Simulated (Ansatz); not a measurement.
Crystal: As.

```xyz
1
Lattice="2.7037 0.0000 0.0000 0.0000 2.7037 0.0000 0.0000 0.0000 2.7037" Properties=species:S:1:pos:R:3 pbc="T T T"
As    1.3518    1.3518    1.3518
```

This isn't the form of As at room conditions, which is rhombohedral.

A run of Ansatz 0.2.0 on this cell left the log below. Logs are shortened: lines on timing, memory, paths and dates and some standing lists are left out, and cuts for length are marked.

```text
Warning: RAYON_NUM_THREADS=2 ignored (pool sized by the plan → 2); use --threads N
scf.n_extra_bands = 6 over 15 filled bands (N_el = 15.0): the run solves 21 bands
Engine: ansatz 0.2.0, aarch64-unknown-linux-gnu
Pseudopotentials: kind: paw_fr
Pseudopotential: As, paw_fr, valence charge 15, recommended cutoff 420 eV (normal), As.paw.azcp#standard-fr
Functional definition: SPW92
  exchange = slater_x
  correlation = pw_c
non-collinear run that drives no moment, with spin-orbit: no starting moment large enough to seed its density (crystal.atoms[].spin), no starting occupations that ask for one, no magnetisation constraint and no magnetic field, so the semilocal B_xc is pinned to zero
Crystal: 1 atoms, lattice volume = 19.764 Å³
Basis set: ecut = 420 eV, 389 PW (Γ)
Bands: 21, of which v1, the nominal top of the filled ones, is band 15 counted from 1 (14 counted from 0)
Symmetry: 48 space group operations + 48 with time reversal
Magnetic group: BNS 221.93 (UNI 1595), of the structure as read, at distance tolerance 2.7e-5 Å
k-points: 20 of 343
Projection manifold: j_resolved (fully-relativistic pseudo-atomic orbitals)
Non-local potential: As, projectors of the file, l = 0: 2, l = 1: 4, l = 2: 6, l = 3: 2
PAW form: soft (Blöchl's): semilocal exchange-correlation on the pseudo side does not see the compensation charge
PAW frozen core: As, regenerated for the run's functional, and the local potential with it (the file was generated under x = pbe(κ = 0.804, μ = 0.2195149727645171), c = pbe(β = 0.06672455060314922))
PAW one-centre angular grid: As, 590 points (default); XC on 64 Gauss nodes
Initial density: superposition of atomic densities (chi_scale 0.1, normalization cell)
Initial wavefunctions: pseudopotential atomic-orbital guess
Functional: x = slater, c = lda
SCF iter   1: F=—  HF=-4773.748163 eV  |F-HF|=—  |Δ(HF+E_count)|=         —  Δρ=1.50e-2  dr2=3.29e-2  dr2_m=0.00e0 (ungated)  ethr=3.10e-3  |M|=0.00e0 ∫|m|=0.00e0 μB  |m|>n=0.0e0 m-floor=0.0e0 τ_xc=0.0e0  β_m=0.30  ⟨swp⟩=8.4  Hψ=3142  notcnv=0  defer=2
preconditioner: auto → none  [insulator: Δε(μ)=0.473 eV  Ē_g=12.772 eV  σ=0.050 eV  W_gap=0.74  n_scr=6 (ndim 8)  ℏωp=18.7 eV  f_vac=0.000  D(μ)=0.57/eV (n_scr^D=0)  ε∞_Penn≈3.1]
SCF iter   2: F=—  HF=-4773.746656 eV  |F-HF|=—  |Δ(HF+E_count)|=   1.51e-3  Δρ=1.04e-2  dr2=1.51e-2  dr2_m=0.00e0 (ungated)  ethr=2.19e-4  |M|=0.00e0 ∫|m|=0.00e0 μB  |m|>n=0.0e0 m-floor=0.0e0 τ_xc=0.0e0  β_m=0.62  ⟨swp⟩=1.7  Hψ=607  notcnv=0  defer=30
SCF iter   3: F=—  HF=-4773.746098 eV  |F-HF|=—  |Δ(HF+E_count)|=   5.58e-4  Δρ=8.77e-4  dr2=1.50e-4  dr2_m=0.00e0 (ungated)  ethr=1.00e-4  |M|=0.00e0 ∫|m|=0.00e0 μB  |m|>n=0.0e0 m-floor=0.0e0 τ_xc=0.0e0  β_m=0.51  ⟨swp⟩=2.0  Hψ=478  notcnv=0  defer=30
SCF iter   4: F=—  HF=-4773.745882 eV  |F-HF|=—  |Δ(HF+E_count)|=   2.17e-4  Δρ=3.59e-4  dr2=1.66e-5  dr2_m=0.00e0 (ungated)  ethr=1.00e-6  |M|=0.00e0 ∫|m|=0.00e0 μB  |m|>n=0.0e0 m-floor=0.0e0 τ_xc=0.0e0  β_m=0.65  ⟨swp⟩=2.0  Hψ=677  notcnv=0  defer=30
SCF iter   5: F=—  HF=-4773.745869 eV  |F-HF|=—  |Δ(HF+E_count)|=   1.30e-5  Δρ=6.96e-5  dr2=3.22e-7  dr2_m=0.00e0 (ungated)  ethr=1.11e-7  |M|=0.00e0 ∫|m|=0.00e0 μB  |m|>n=0.0e0 m-floor=0.0e0 τ_xc=0.0e0  β_m=0.82  ⟨swp⟩=2.0  Hψ=677  notcnv=0  defer=30
SCF iter   6: F=-4773.745869 eV  HF=-4773.745869 eV  |F-HF|=2.80e-9  |Δ(HF+E_count)|=   4.59e-9  Δρ=5.05e-6  dr2=2.13e-9  dr2_m=0.00e0 (ungated)  ethr=6.67e-10  |M|=0.00e0 ∫|m|=0.00e0 μB  |m|>n=0.0e0 m-floor=0.0e0 τ_xc=0.0e0  ⟨swp⟩=7.7  Hψ=2067  notcnv=0
SCF 1 converged in 6 iterations: F = -4773.745869 eV  dr2 = 2.13e-9
  greatest PAW one-centre occupation: 0.999 electrons in one spin orbital (limit 2), on the As atom at site 0 (counted from 0), in its partial waves of l = 2
NSCF: frozen V_eff on 86 k-points
SCF converged after 6 iterations
Magnetization: |M| = 0.0000 μB,  M = (+0.0000, +0.0000, +0.0000) μB
Absolute magnetization: 0.0000 μB (∫|m|)
  site 0: m = (+0.0000, +0.0000, +0.0000) μB, |m| = 0.0000 μB  (R = 1.12 Å)
Free energy (F): -4773.745869 eV
Harris-Foulkes:  -4773.745869 eV  (|F-HF|=2.80e-9)
Internal energy: -4773.741444 eV  (E = F + TS)
E sigma→0 (E₀):  -4773.743656 eV
Entropy (-TS):   -0.004425 eV (-4.425 meV/atom)
Fermi energy:    11.246204 eV
--- Per-component energies (eV) ---
  E_band       = -220.431372
  E_kinetic    = 103.361986
  E_local      = -1556.300762  (includes V_loc(G=0)·N_el)
  E_nonlocal   = -665.072450
  E_hartree    = 875.070195
  E_xc         = -79.292881
  E_vxc        = -79.949125  (∫ρ·V_xc dr)
  E_paw        = -1753.570613  (= ΣΔE_a)
  E_vpaw       = 227.388253  (= ΣTr[D̂ρ^β])
  E_aug_tail   = 0.000008  (compensation charges beyond the density's cutoff)
  E_ewald      = -1700.018415
  E_core_change = 2.081487  (= ΣΔE_core)
  E_smearing   = -0.004425  (= −TS)
  E_closure    = 0.000000  (closes the sum)
  Σ components = -4773.745869   (vs F -4773.745869, Δ=0.00e0)
--- Forces (eV/Å), atoms counted from 1 ---
  atom   1  As     0.00000000     0.00000000     0.00000000
  max |Σ_I F_I| component: 4.95e-26 eV/Å
--- Stress (GPa, compression-positive) ---
       -2.820727      -0.000000       0.000000
        0.000000      -2.820727       0.000000
        0.000000       0.000000      -2.820727
  P = ⅓ Tr σ = -2.8207 GPa (-28.207 kbar)
--- Band table (eV; the first three rows and the last of 20) ---
  k-point 0: bands = ["-25.0852", "-25.0852", "-25.0852", "-25.0852", "-24.3697", "-24.3697", "-24.3697", "-24.3697", "-24.3091", "-24.3091", "-3.6128", "-3.6128", "15.1715", "15.1715", "15.6363", "15.6363", "15.6363", "15.6363", "20.0831", "20.0831", "20.0831"]
  k-point 1: bands = ["-25.0856", "-25.0856", "-25.0801", "-25.0801", "-24.3700", "-24.3700", "-24.3626", "-24.3626", "-24.3123", "-24.3123", "-3.2399", "-3.2399", "12.1470", "12.1470", "15.6533", "15.6533", "15.9632", "15.9632", "20.4258", "20.4258", "21.5152"]
  k-point 2: bands = ["-25.0865", "-25.0865", "-25.0697", "-25.0697", "-24.3711", "-24.3711", "-24.3453", "-24.3453", "-24.3191", "-24.3191", "-2.1744", "-2.1744", "7.9873", "7.9873", "16.4952", "16.4952", "16.8346", "16.8346", "21.3968", "21.3968", "22.7183"]
  k-point 19: bands = ["-25.0611", "-25.0611", "-25.0610", "-25.0610", "-24.3637", "-24.3637", "-24.3076", "-24.3076", "-24.3073", "-24.3073", "5.0720", "5.0720", "9.4527", "9.4527", "9.7226", "9.7226", "10.2295", "10.2295", "17.4038", "17.4038", "17.9873"]
```

Task: What input gives this log?

Result: Band structure with LDA, spin-orbit coupling, no magnetisation. The files as run (others can give the same):

input.yaml
```yaml
crystal:
  lattice:
    - [2.7036817444, 0.0, 0.0]
    - [0.0, 2.7036817444, 0.0]
    - [0.0, 0.0, 2.7036817444]
  atoms:
    - { symbol: As, position: [0.5, 0.5, 0.5] }
hamiltonian:
  xc: lda
  pseudopotentials: { kind: paw_fr }
magnetization:
  noncollinear: true
  spin_orbit: true
kpoints:
  mp_grid: { grid: [7, 7, 7] }
  band_path:
    path:
      - [[0.0, 0.0, 0.0], [0.0, 0.5, 0.0], [0.5, 0.5, 0.0], [0.0, 0.0, 0.0], [0.5, 0.5, 0.5], [0.0, 0.5, 0.0]]
      - [[0.5, 0.5, 0.0], [0.5, 0.5, 0.5]]
    npoints: 14
scf:
  occupations: { method: fermi_dirac, width: 0.05 }
  n_extra_bands: 6
output:
  forces: true
  stress: true
  eigenvalues: true
  fatbands: false
```

Potentials or basis: Ansatz PAW.
Command:
```bash
$ ansatz run input.yaml --threads 2 --pin off --max-ram 5632MiB --backend cpu --events-out ev --progress --plain --runs-dir out
```

Caveat: the PAW data sets come from PBE, with cores solved anew for the run's functional, which leaves a small shift of forces and pressure.
